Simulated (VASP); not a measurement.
# Sc (P6_3/mmc) in VASP: notebook, part 2 of 2

VASP 6.6.1. Earlier steps stand in the parts before.

## 3. Relaxation of cell and atoms, LDA

Input file INCAR:

```
SYSTEM = Sc
ALGO = Fast ; EDIFF = 1E-7
EDIFFG = -0.005 ; ENCUT = 600
GGA = CA ; IBRION = 2
ISIF = 3 ; ISMEAR = 0
LASPH = .TRUE. ; LCHARG = .FALSE.
LREAL = .FALSE. ; LWAVE = .FALSE.
NELM = 80 ; NSW = 90
PREC = Accurate ; SIGMA = 0.1
```

Input file KPOINTS:

```
k-points
0
G
  15 15 8
  0 0 0
```

Input file POSCAR:

```
Sc
1.0
    3.2912249500      0.0000000000      0.0000000000
   -1.6456124800      2.8502844200      0.0000000000
    0.0000000000      0.0000000000      5.3325723900
Sc
2
Direct
    0.3333333300      0.6666666700      0.2500000000
    0.6666666700      0.3333333300      0.7500000000
```

Potentials or basis: VASP PAW LDA potentials, release 64 (Sc_sv).

The run is started by

```
$ cat potpaw_LDA.64/Sc_sv/POTCAR > POTCAR
$ mpirun -np 1 vasp_std > vasp.out
```

OUTCAR:

```text
SYSTEM = Sc
   EDIFF = 1E-7
   EDIFFG = -0.005
   ENCUT = 600
   GGA = CA
   IBRION = 2
   ISIF = 3
   ISMEAR = 0
   LASPH = .TRUE.
   LREAL = .FALSE.
   NELM = 80
   NSW = 90
   PREC = Accurate

 ion  position               nearest neighbor table
   1  0.333  0.667  0.250-   2 3.27   2 3.27   2 3.27   2 3.27   2 3.27   2 3.27
   2  0.667  0.333  0.750-   1 3.27   1 3.27   1 3.27   1 3.27   1 3.27   1 3.27

  LATTYP: Found a hexagonal cell.
 ALAT       =     3.2912249500
 C/A-ratio  =     1.6202394157

  Lattice vectors:

 A1 = (   3.2912249500,   0.0000000000,   0.0000000000)
 A2 = (  -1.6456124800,   2.8502844200,   0.0000000000)
 A3 = (   0.0000000000,   0.0000000000,   5.3325723900)

Analysis of symmetry for initial positions (statically):
=====================================================================
 Subroutine PRICEL returns:
 Original cell was already a primitive cell.

 Routine SETGRP: Setting up the symmetry group for a
 hexagonal supercell.

 Subroutine GETGRP returns: Found 24 space group operations
 (whereof 12 operations were pure point group operations)
 out of a pool of 24 trial point group operations.

The static configuration has the point symmetry D_3d.
 The point group associated with its full space group is D_6h.

Analysis of symmetry for dynamics (positions and initial velocities):
=====================================================================
 Subroutine PRICEL returns:
 Original cell was already a primitive cell.

 Routine SETGRP: Setting up the symmetry group for a
[... 410 lines left out ...]

 number of electron      22.0000000 magnetization

 Free energy of the ion-electron system (eV)
  ---------------------------------------------------
  ext. energy  EPLUGINS =         0.00000000
  ---------------------------------------------------
  free energy    TOTEN  =       -13.45884505 eV

  energy without entropy =      -13.44158819  energy(sigma->0) =      -13.45021662

 E-fermi :   3.9828     XC(G=0): -10.5123

 val. band max:        3.9782113675   @ k =   0.2000   0.2000   0.2500
 cond. band min:       3.9898848317   @ k =   0.2000   0.2000   0.3750
 fundamental gap:      0.0116734641
 Fermi energy:         3.9827584914

 k-point     1 :       0.0000    0.0000    0.0000
  band No.  band energies     occupation
      1     -44.6116      2.00000
      2     -44.4985      2.00000
      3     -23.8810      2.00000
      4     -23.4039      2.00000
      5     -23.4039      2.00000
      6     -23.3090      2.00000
      7     -23.3090      2.00000
      8     -23.2659      2.00000
      9      -1.2387      2.00000
     10       2.2297      2.00000
     11       4.9882      0.00000
     12       5.6146      0.00000
     13       5.6146      0.00000
     14       5.9736      0.00000
[... 401 lines left out ...]
      2     -44.4914      2.00000
      3     -23.7284      2.00000
      4     -23.6205      2.00000
      5     -23.5824      2.00000
      6     -23.5767      2.00000
      7     -23.4593      2.00000
      8     -23.4380      2.00000
      9       2.7961      2.00000
     10       3.1883      2.00000
     11       3.2872      2.00000
     12       3.5186      2.00000
     13       5.0862      0.00000
     14       5.2531      0.00000
     15       6.1498      0.00000

 [... further k-points ...]
[... 5 lines left out ...]
  --------------------------------------------------------------------------------------
  -------------------------------------------------------------------------------------
  Total       -0.0003492     -0.0003492      0.0000950      0.0000000      0.0000000      0.0000000
  in kB       -0.0123973     -0.0123973      0.0033723      0.0000000      0.0000000      0.0000000
  external PRESSURE =      -0.0071408 kB  Pullay stress =       0.0000000 kB
[... 17 lines left out ...]
  FREE ENERGIE OF THE ION-ELECTRON SYSTEM (eV)
  ---------------------------------------------------
  free  energy   TOTEN  =       -13.4588450505 eV

  energy  without entropy=      -13.4415881949  energy(sigma->0) =      -13.45021662

 reached required accuracy - stopping structural energy minimisation
```

OSZICAR:

```text
N       E                     dE             d eps       ncg     rms          rms(c)
DAV:   1     0.413304745997E+03    0.41330E+03   -0.11659E+04  4050   0.177E+03
DAV:   2     0.125514316925E+02   -0.40075E+03   -0.39492E+03  5835   0.674E+02
DAV:   3    -0.141986577439E+02   -0.26750E+02   -0.26154E+02  6918   0.217E+02
[... 89 lines left out ...]
RMM:   2    -0.134588447683E+02    0.56425E-04   -0.11079E-04  4596   0.183E-01    0.177E-02
RMM:   3    -0.134588452931E+02   -0.52483E-06   -0.12550E-04  5107   0.109E-01    0.954E-03
RMM:   4    -0.134588448208E+02    0.47232E-06   -0.85035E-06  4767   0.461E-02    0.294E-03
RMM:   5    -0.134588449964E+02   -0.17561E-06   -0.29352E-06  3931   0.173E-02    0.675E-04
RMM:   6    -0.134588450505E+02   -0.54114E-07   -0.54447E-07  3215   0.103E-02
   8 F= -.13458845E+02 E0= -.13450217E+02  d E =-.140914E-04
```

Wall time 5.1 min (1 thread of Intel Xeon 6975P-C (Granite Rapids), shared host); peak memory 0.26 GiB.

Results:

```
Free energy                            : -13.4588 eV
Relaxed volume                         : 22.57 Å³/atom
Relaxed cell                           : a = 3.232 Å, b = 3.232 Å, c = 4.989 Å, α = 90.00°, β = 90.00°, γ = 120.00°
Space group after relaxing (to 0.05 Å) : P6_3/mmc (No. 194)
Energy gained by relaxing              : 50.9 meV/atom
Ionic steps                            : 8
Pressure after relaxing                : 0.0 GPa
Band gap on the k mesh                 : none (metal or under the smearing width)
```

The path:
```tsv
step	energy change (eV)	largest force (eV/Å)	pressure (GPa)	volume (Å³)
1	0.0000	0.0000	-5.23	50.02
2	-0.0939	0.0000	1.20	44.34
3	-0.0956	0.0000	0.31	44.96
4	-0.1007	0.0000	0.16	45.03
5	-0.1019	0.0000	0.08	45.07
6	-0.1019	0.0000	0.08	45.08
7	-0.1019	0.0000	-0.04	45.15
8	-0.1019	0.0000	0.00	45.13
```

Final structure:
```
Sc
1.0
     3.23195    0.00000    0.00000
    -1.61597    2.79895    0.00000
     0.00000    0.00000    4.98915
Sc
2
Direct
  0.33333 0.66667 0.25000
  0.66667 0.33333 0.75000
```

## 4. Relaxation of cell and atoms, PBE

INCAR: that of step 3 with these lines changed.

```diff
@@ -3,3 +3,3 @@
 EDIFFG = -0.005 ; ENCUT = 600
-GGA = CA ; IBRION = 2
+GGA = PE ; IBRION = 2
 ISIF = 3 ; ISMEAR = 0
```

KPOINTS is that of step 3.

POSCAR is that of step 3.

Potentials or basis: VASP PAW PBE potentials, release 64 (Sc_sv).

The run is started by

```
$ cat potpaw_PBE.64/Sc_sv/POTCAR > POTCAR
$ mpirun -np 1 vasp_std > vasp.out
```

Wall time 4.8 min (1 thread of Intel Xeon 6975P-C (Granite Rapids), shared host); peak memory 0.27 GiB.

Results (log left out):

```
Free energy                            : -12.5086 eV
Relaxed volume                         : 24.67 Å³/atom
Relaxed cell                           : a = 3.321 Å, b = 3.321 Å, c = 5.166 Å, α = 90.00°, β = 90.00°, γ = 120.00°
Space group after relaxing (to 0.05 Å) : P6_3/mmc (No. 194)
Energy gained by relaxing              : 6.8 meV/atom
Ionic steps                            : 7
Pressure after relaxing                : 0.0 GPa
Band gap on the k mesh                 : none (metal or under the smearing width)
```

The path:
| step | energy change (eV) | largest force (eV/Å) | pressure (GPa) | volume (Å³) |
| --- | --- | --- | --- | --- |
| 1 | 0.0000 | 0.0000 | -0.62 | 50.02 |
| 2 | -0.0108 | 0.0000 | 0.07 | 49.32 |
| 3 | -0.0127 | 0.0000 | 0.49 | 48.91 |
| 4 | -0.0136 | 0.0000 | -0.09 | 49.41 |
| 5 | -0.0137 | 0.0000 | -0.01 | 49.35 |
| 6 | -0.0137 | 0.0000 | -0.02 | 49.36 |
| 7 | -0.0137 | 0.0000 | 0.01 | 49.33 |

Final structure:
```
Sc
1.0
     3.32063    0.00000    0.00000
    -1.66031    2.87575    0.00000
     0.00000    0.00000    5.16593
Sc
2
Direct
  0.33333 0.66667 0.25000
  0.66667 0.33333 0.75000
```

Levels at points of the mesh, in eV from the Fermi level:
| k point | band 7 | band 8 | band 9 | band 10 | band 11 | band 12 | band 13 | band 14 | band 15 |
| --- | --- | --- | --- | --- | --- | --- | --- | --- | --- |
| (0.00, 0.00, 0.00) | -27.84 | -27.81 | -5.13 | -1.63 | 0.62 | 1.59 | 1.59 | 1.85 | 2.04 |
| (0.00, 0.00, 0.50) | -27.88 | -27.88 | -3.58 | -3.58 | 0.98 | 0.98 | 1.50 | 1.50 | 1.50 |

## 5. Relaxation of cell and atoms, PBE+D3(BJ)

Input file INCAR:

```
SYSTEM = Sc
ALGO = Fast ; EDIFF = 1E-7
EDIFFG = -0.005 ; ENCUT = 600
GGA = PE ; IBRION = 2
ISIF = 3 ; ISMEAR = 0
IVDW = 12 ; LASPH = .TRUE.
LCHARG = .FALSE. ; LREAL = .FALSE.
LWAVE = .FALSE. ; NELM = 80
NSW = 90 ; PREC = Accurate
SIGMA = 0.1
```

KPOINTS is that of step 4.

POSCAR is that of step 4.

The run is started by

```
$ cat potpaw_PBE.64/Sc_sv/POTCAR > POTCAR
$ mpirun -np 1 vasp_std > vasp.out
```

It took 5.2 min on 1 thread of Intel Xeon 6975P-C (Granite Rapids), shared host; peak memory 0.29 GiB.

Results (log left out):

| Property | Result |
| --- | --- |
| Free energy | -13.3036 eV |
| Relaxed volume | 23.50 Å³/atom |
| Relaxed cell | a = 3.270 Å, b = 3.270 Å, c = 5.074 Å, α = 90.00°, β = 90.00°, γ = 120.00° |
| Space group after relaxing (to 0.05 Å) | P6_3/mmc (No. 194) |
| Energy gained by relaxing | 22.1 meV/atom |
| Ionic steps | 7 |
| Pressure after relaxing | 0.0 GPa |
| Band gap on the k mesh | none (metal or under the smearing width) |
| Dispersion energy per atom | -0.408 eV |

Step by step:
| step | energy change (eV) | largest force (eV/Å) | pressure (GPa) | volume (Å³) |
| --- | --- | --- | --- | --- |
| 1 | 0.0000 | 0.0000 | -3.12 | 50.02 |
| 2 | -0.0398 | 0.0000 | 0.60 | 46.57 |
| 3 | -0.0399 | 0.0000 | 0.37 | 46.74 |
| 4 | -0.0437 | 0.0000 | 0.15 | 46.88 |
| 5 | -0.0443 | 0.0000 | 0.04 | 46.95 |
| 6 | -0.0443 | 0.0000 | 0.03 | 46.96 |
| 7 | -0.0443 | 0.0000 | -0.01 | 47.00 |

Final structure:
```yaml
crystal:
  lattice:
    - [3.27016, 0.00000, 0.00000]
    - [-1.63508, 2.83204, 0.00000]
    - [0.00000, 0.00000, 5.07439]
  atoms:
    - { symbol: Sc, position: [0.33333, 0.66667, 0.25000] }
    - { symbol: Sc, position: [0.66667, 0.33333, 0.75000] }
```

Levels at points of the mesh, in eV from the Fermi level:
| k point | band 9 | band 10 | band 11 | band 12 | band 13 | band 14 |
| --- | --- | --- | --- | --- | --- | --- |
| (0.00, 0.00, 0.00) | -5.21 | -1.69 | 0.75 | 1.65 | 1.65 | 1.95 |
| (0.00, 0.00, 0.50) | -3.60 | -3.60 | 1.02 | 1.02 | 1.55 | 1.55 |

Caveat: pairwise dispersion overbinds metals, which lowers pressure and volume.

## 6. Summary

| level | potentials or basis | gap on the mesh (eV) | pressure (GPa) | relaxed volume (Å³/atom) |
| --- | --- | --- | --- | --- |
| PBEsol | VASP PAW PBE potentials, release 64 (Sc_sv) | none | 0.0 | 23.67 |
| LDA | VASP PAW LDA potentials, release 64 (Sc_sv) | none | 0.0 | 22.57 |
| PBE | VASP PAW PBE potentials, release 64 (Sc_sv) | none | 0.0 | 24.67 |
| PBE+D3(BJ) | VASP PAW PBE potentials, release 64 (Sc_sv) | none | 0.0 | 23.50 |

Alike in all rows: task relaxation of cell and atoms; no spin polarisation; cell relaxed; k mesh 15 × 15 × 8; cutoff (eV) 600; smearing gaussian 0.1 eV.

Caveats: the PAW data sets were made with another functional, which shifts forces and pressure a little (some runs); pairwise dispersion overbinds metals, which lowers pressure and volume (some runs).

Absolute energies hang on the potentials; compare differences alone.
